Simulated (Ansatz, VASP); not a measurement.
One calculation of B, two programs

```
CELL_PARAMETERS angstrom
1.67309 -1.46775 0.00000
1.67309 1.46775 0.00000
0.00000 0.00000 5.40683
ATOMIC_POSITIONS crystal
B 0.00000 0.00000 0.15691
B 0.50000 0.50000 0.65691
B 0.00000 0.00000 0.84309
B 0.50000 0.50000 0.34309
```

Alike in both runs: functional PBEsol; k mesh 8 × 8 × 4; occupations gaussian, width 0.1 eV; no spin polarisation.

Ansatz relaxed the structure, and its values are those at the end. VASP's run is a single point on that final structure, the one shown.

|  | VASP | Ansatz |
| --- | --- | --- |
| version | VASP 6.6.1 | Ansatz 0.2.0 |
| potentials or method | VASP PAW PBE potentials, release 64 (B) | scalar-relativistic, plane waves, PAW |
| plane-wave cutoff (eV) | 520 | 420 |
| valence electrons in the cell | 12 | 12 |

```csv
,VASP,Ansatz,Ansatz less VASP
gap on the k mesh at the Fermi level (eV),none,none,-
pressure (GPa),0.3,0.0,-0.29
```

A gap of «none» marks a metal or a gap that the smearing closes.

Caveats: the PAW data sets were made with another functional, which shifts forces and pressure a little (VASP).
